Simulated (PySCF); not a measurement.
## ZnSe (Stilleite): density of states with PBEsol

**The experiment to reproduce.**

From “Alloy Disordering Effects on the Thermal Conductivity and Energy Gap Temperature Dependence of Cd1−xZnxSe Ternary Crystals Grown by the Bridgman Method”, 2023, pmc:10253836, for a bulk crystal of ZnSe at 300 K: band gap 2.695 ± 0.003 eV (an exciton energy, a little under the gap).

ZnSe (Stilleite):

```
Se Zn
1.0
     0.00000    2.83380    2.83380
     2.83380    0.00000    2.83380
     2.83380    2.83380    0.00000
Se Zn
1 1
Direct
  0.75000 0.75000 0.75000
  0.00000 0.00000 0.00000
```

* Program: PySCF 2.14.0
* Task: density of states
* Functional: PBEsol
* Potentials or basis: DZVP-MOLOPT-SR/GTH-PBE (potentials made for PBE)
* k mesh: 8 × 8 × 8
* Occupations: fermi-dirac, width 0.05 eV
* Spin: no spin polarisation
* Symmetry: yes
* Density cutoff: 192 Ha
* Exponents discarded below (exp_to_discard): 0.02 1/bohr^2
* Potentials: Se GTH-PBE-q6, Zn GTH-PBE-q12
* Gaussian width of the DOS: 0.15 eV
* conv_tol: 1e-07 Ha
* max_cycle: 60
* Coulomb method: multigrid

The band gap on the k mesh is 1.12 eV, direct.

Levels at points of the mesh, in eV from the valence-band top:
```csv
k point,band 5,band 6,band 7,band 8,band 9,band 10,band 11,band 12,band 13,band 14
"(0.00, 0.00, 0.00)",-6.18,-6.18,0.00,0.00,0.00,1.12,5.72,5.72,5.72,12.35
"(0.50, 0.50, 0.00)",-6.13,-6.01,-4.85,-2.25,-2.25,2.83,3.51,11.33,11.45,11.45
"(0.50, 0.50, 0.50)",-6.16,-6.02,-5.35,-0.90,-0.90,2.43,6.36,6.36,8.74,12.89
```

States per cell in windows of 0.5 eV (zero at the valence-band top; states under -8 eV left out):
```
from (eV)  total
     -8.0   0.00
     -7.5   0.00
     -7.0   2.31
     -6.5   6.90
     -6.0   0.79
     -5.5   0.23
     -5.0   0.86
     -4.5   0.37
     -4.0   0.23
     -3.5   0.33
     -3.0   0.69
     -2.5   0.78
     -2.0   0.91
     -1.5   0.82
     -1.0   0.56
     -0.5   0.19
      0.0   0.01
      0.5   0.00
      1.0   0.00
      1.5   0.01
      2.0   0.07
      2.5   0.13
      3.0   0.59
      3.5   0.54
      4.0   0.85
      4.5   0.35
      5.0   0.33
      5.5   0.80
      6.0   0.59
      6.5   0.94
      7.0   0.63
      7.5   0.51
```

It took 13 min on 4 threads of Intel(R) Xeon(R) Processor @ 2.50GHz (Skylake/Cascade Lake), with other jobs on the host, peak memory 5.5 GiB.

Against the measured gap of ZnSe, 2.695 eV (an exciton energy, a little under the gap; 300 K; “Alloy Disordering Effects on the Thermal Conductivity and Energy Gap Temperature Dependence of Cd1−xZnxSe Ternary Crystals Grown by the Bridgman Method”, 2023, pmc:10253836), the calculated 1.12 eV is off by -1.57 eV. So large a miss can be the level of theory's own, or it may mean another phase, state or a wrong row. Spin-orbit coupling on Se is left out. The value is that of PBEsol in an atomic basis (DZVP-MOLOPT-SR/GTH-PBE (potentials made for PBE)), whose error adds to the functional's,, without temperature or zero-point motion. Semilocal functionals fall short of measured gaps as a rule.

Caveat: the basis of atomic orbitals isn't converged, which shifts pressures, moduli and gaps.
